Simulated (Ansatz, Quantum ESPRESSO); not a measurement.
Given: the input of a run of Quantum ESPRESSO 7.5 on Na. Atoms were shifted at random by some hundredths of an Å from the given cell, which wasn't relaxed again for these runs. This isn't the form of Na at room conditions, which is bcc.

File pw.in:

```
&CONTROL
  calculation = 'scf'
  prefix = 'pwscf'
  outdir = './tmp'
  pseudo_dir = './pseudo'
  tprnfor = .true.
  tstress = .true.
  disk_io = 'nowf'
/
&SYSTEM
  ibrav = 0
  nat = 4
  ntyp = 1
  ecutwfc = 45
  ecutrho = 360
  nbnd = 26
  occupations = 'smearing'
  smearing = 'fd'
  degauss = 0.00367493
/
&ELECTRONS
  conv_thr = 8d-10
  electron_maxstep = 120
  mixing_beta = 0.5
/
ATOMIC_SPECIES
Na    22.9898 na_pbesol_v1.5.uspp.F.UPF
CELL_PARAMETERS angstrom
   3.7003831212    0.0000000000    0.0000000000
  -1.8501915606    3.2046257867    0.0000000000
   0.0000000000    0.0000000000   12.5373215400
ATOMIC_POSITIONS crystal
Na     0.6768420000    0.3524780000    0.7532030000
Na     0.0055760000   -0.0011080000    0.4996050000
Na     0.3357360000    0.6779980000    0.2513620000
Na     0.0053630000   -0.0065800000    0.0013610000
K_POINTS automatic
8 8 3 0 0 0
```

Potentials or basis: GBRV 1.5 PBEsol.

Run with:

```bash
$ OMP_NUM_THREADS=1 mpirun -n 2 pw.x -nk 2 -in pw.in > pw.out
```

Question: Set up the same calculation for Ansatz 0.2.0. Potentials or basis there: Ansatz PAW, cutoff 420 eV.

Answer: As run (cutoffs and basis follow the program's own potentials, and thresholds, step limits or extra output files can differ):

input.yaml

```yaml
crystal:
  lattice:
    - [3.7003831212, 0.0, 0.0]
    - [-1.8501915606, 3.2046257867, 0.0]
    - [0.0, 0.0, 12.53732154]
  atoms:
    - { symbol: Na, position: [0.676842, 0.352478, 0.753203] }
    - { symbol: Na, position: [0.005576, -0.001108, 0.499605] }
    - { symbol: Na, position: [0.335736, 0.677998, 0.251362] }
    - { symbol: Na, position: [0.005363, -0.00658, 0.001361] }
hamiltonian:
  xc: pbesol
  pseudopotentials: { kind: paw }
kpoints:
  mp_grid: { grid: [8, 8, 3] }
scf:
  occupations: { method: fermi_dirac, width: 0.05 }
output:
  forces: true
  stress: true
  eigenvalues: true
```

Potentials or basis: Ansatz PAW.

Command:

```console
$ ansatz run input.yaml --threads 1 --pin off --max-ram 3584MiB --backend cpu --events-out ev --progress --plain --runs-dir out
```

Both were run:

|  | Quantum ESPRESSO | Ansatz |
| --- | --- | --- |
| Pressure | -0.2 GPa | -0.1 GPa |
| Energy over the undisturbed cell | 0.3 meV/atom | 0.3 meV/atom |

Ansatz's pressure holds a Pulay term of +0.00 GPa for its cutoff of 420 eV, which the other run lacks.

Ansatz's potentials were made for PBE.

Where Ansatz's input types no cutoff or centring, it takes its own default and a Γ-centred mesh.

Pressure is positive in compression.
